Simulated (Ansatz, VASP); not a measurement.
This is a calculation of Ge for VASP 6.6.1.

The input INCAR:

```
  PREC = Accurate
  ENCUT = 520
  EDIFF = 1E-7
  ISMEAR = -1
  SIGMA = 0.05
  LREAL = False
  LASPH = True
  NELM = 60
  ALGO = Normal
  ISIF = 2
  LWAVE = False
  LCHARG = False
  GGA = PS
  NBANDS = 13
```

The input KPOINTS:

```
regular mesh
0
Gamma
  11 11 10
```

Contents of POSCAR:

```
Ge
1.0
    1.4064019120     -2.6177384622      0.0000000000
    1.4064019120      2.6177384622      0.0000000000
    0.0000000000      0.0000000000      2.7161006002
Ge
1
Direct
    0.5000000000      0.5000000000      0.0000000000
```

Potentials or basis: VASP PAW PBE potentials, release 64 (Ge_d).

Launch:

```sh
$ cat potpaw_PBE.64/Ge_d/POTCAR > POTCAR
$ mpirun -np 1 vasp_std > vasp.out
```

Question: Set up the same calculation for Ansatz 0.2.0. Potentials there: Ansatz PAW.

Answer: As run (the cutoff follows the program's own potentials):

The input input.yaml:

```yaml
crystal:
  lattice:
    - [1.406401912, -2.6177384622, 0.0]
    - [1.406401912, 2.6177384622, 0.0]
    - [0.0, 0.0, 2.7161006002]
  atoms:
    - { symbol: Ge, position: [0.5, 0.5, 0.0] }
hamiltonian:
  xc: pbesol
  pseudopotentials: { kind: paw }
kpoints:
  mp_grid: { grid: [11, 11, 10] }
scf:
  occupations: { method: fermi_dirac, width: 0.05 }
output:
  forces: true
  stress: true
  eigenvalues: true
```

Potentials or basis: Ansatz PAW.

The run is started by

```sh
$ ansatz run input.yaml --threads 1 --pin off --max-ram 3584MiB --backend cpu --events-out ev --progress --plain --runs-dir out
```

Both were run:

|  | VASP | Ansatz | Ansatz less VASP |
| --- | --- | --- | --- |
| gap on the k mesh at the Fermi level (eV) | none | none | - |
| pressure (GPa) | -5.3 | -5.1 | +0.14 |
| largest component of the traceless stress (GPa) | 1.65 | 1.66 | +0.013 |

A gap of «none» marks a metal or a gap that the smearing closes.

Caveats: the PAW data sets were made with another functional, which shifts forces and pressure a little (VASP); the PAW data sets come from PBE, with cores solved anew for the run's functional, which leaves a small shift of forces and pressure (Ansatz).
